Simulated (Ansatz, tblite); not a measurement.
## A script for LiF (GFN2-xTB)

These are simulated results from tblite 0.8.0, not measurements. The cell was built from a prototype and was relaxed with r2SCAN in plane waves (Ansatz 0.2.0). Not every such cell is a known phase. All runs are without spin polarisation.

It is hexagonal, P6_3mc (No. 186); conventional cell a = 3.081 Å, c = 4.785 Å, 9.83 Å³ an atom. Li has 4 F at 1.86–1.87 Å; F has 4 Li at 1.86–1.87 Å.

tblite solves periodic systems at the zone centre alone, so the script builds a cluster of 4×4×2 conventional cells (128 atoms), which folds in a coarse mesh of k points.

run.py reads:

```python
import json
from ase import Atoms
from ase.build import make_supercell
from ase.units import Bohr, GPa, Hartree
from tblite.interface import Calculator

atoms = Atoms(['Li', 'Li', 'F', 'F'],
              cell=[[3.081013, 0.0, 0.0], [-1.540506, 2.668235, 0.0], [0.0, 0.0, 4.785343]],
              scaled_positions=[[0.333333, 0.666667, -0.007431], [0.666667, 0.333333, 0.492569], [0.333333, 0.666667, 0.382431], [0.666667, 0.333333, 0.882431]],
              pbc=True)
cluster = make_supercell(atoms, [[4, 0, 0], [0, 4, 0], [0, 0, 2]])
calc = Calculator('GFN2-xTB', cluster.numbers, cluster.positions / Bohr, lattice=cluster.cell[:] / Bohr, periodic=cluster.pbc)
calc.set('temperature', 0.02 / Hartree)
calc.set('max-iter', 150)
res = calc.singlepoint()
levels = res.get('orbital-energies') * Hartree
nv = round(res.get('orbital-occupations').sum() / 2)
cells = len(cluster) // len(atoms)
out = {'energy_per_cell': res.get('energy') * Hartree / cells, 'homo': levels[nv - 1], 'lumo': levels[nv],
       'stress': (-res.get('virial') * Hartree / cluster.get_volume() / GPa).tolist(), 'charges': res.get('charges')[:len(atoms)].tolist(), 'electrons': 2 * nv / cells}
json.dump(out, open('results.json', 'w'))
for key, value in out.items():
    print(key, value)
```

Command: `python run.py`. It took 18 s on 1 thread of Arm Neoverse V1, with other jobs on the host, peak memory 0.13 GiB.

The log:

```
------------------------------------------------------------
  cycle        total energy    energy error   density error
------------------------------------------------------------
      1     -312.5010428669  -3.1326527E+02   2.8542631E-01
      2     -322.7751551173  -1.0274112E+01   1.1026069E-01
      3     -322.9517911906  -1.7663607E-01   4.2669936E-02
      4     -322.8697361199   8.2055071E-02   3.8479844E-02
      5     -323.1040114982  -2.3427538E-01   1.8754633E-02
      6     -323.0740056127   3.0005885E-02   1.3760305E-02
      7     -323.0832039548  -9.1983421E-03   9.2434410E-03
      8     -323.0928140741  -9.6101193E-03   3.6319363E-03
      9     -323.0948799546  -2.0658805E-03   5.3505511E-04
     10     -323.0949267812  -4.6826643E-05   1.5221594E-05
     11     -323.0949267983  -1.7027503E-08   1.0628185E-05
------------------------------------------------------------

 total:                                  17.262 sec
energy_per_cell -274.74564923820554
homo -15.693574271068096
lumo -12.678350605426303
stress [[11.78051510344753, -0.0038570162400474164, -9.703149517500335e-06], [-0.003857016240047733, 11.776081986944977, 5.602118682525963e-06], [-9.703149517602741e-06, 5.602118682622918e-06, 13.790960363058751]]
charges [0.24873097332231392, 0.24873105283315428, -0.24871539856270486, -0.24870976335522488]
electrons 16.0
```

The cycle table is in hartree for the whole cluster, and the lines after it are in eV (the energy for one cell). The printed stress is in GPa and positive in compression, and the pressure is its mean diagonal.

GFN2-xTB gives a gap of 3.02 eV. On the same cell, plane-wave PBE (Ansatz, 12×12×6 k points and the special points) gives a gap of 7.85 eV and r2SCAN a gap of 8.58 eV; on shared hosts these took about 5.7 and 11 core-seconds on the 4-atom cell, against 18 for the script. Semilocal gaps usually lie below measured ones. xTB was fitted to molecules, so gaps, charges and pressures of solids can be far off, and the gap also depends on the size of the cluster.

The same script was run on cells scaled at fixed shape and fractional coordinates:

```json
{"volume (Å³/atom)": "8.65", "energy (meV/atom)": "126.5", "pressure (GPa, positive in compression)": "22.96", "gap (eV)": "3.75"}
{"volume (Å³/atom)": "9.24", "energy (meV/atom)": "53.8", "pressure (GPa, positive in compression)": "16.82", "gap (eV)": "3.34"}
{"volume (Å³/atom)": "9.83", "energy (meV/atom)": "0.0", "pressure (GPa, positive in compression)": "12.45", "gap (eV)": "3.02"}
{"volume (Å³/atom)": "10.43", "energy (meV/atom)": "-39.7", "pressure (GPa, positive in compression)": "9.30", "gap (eV)": "2.74"}
{"volume (Å³/atom)": "11.02", "energy (meV/atom)": "-69.6", "pressure (GPa, positive in compression)": "7.06", "gap (eV)": "2.52"}
```

The minimum lies beyond the largest of these volumes.

xTB was fitted mostly to molecules, and a small cluster samples few k points, so gaps, pressures and kinks along a curve can be far from a solid's.
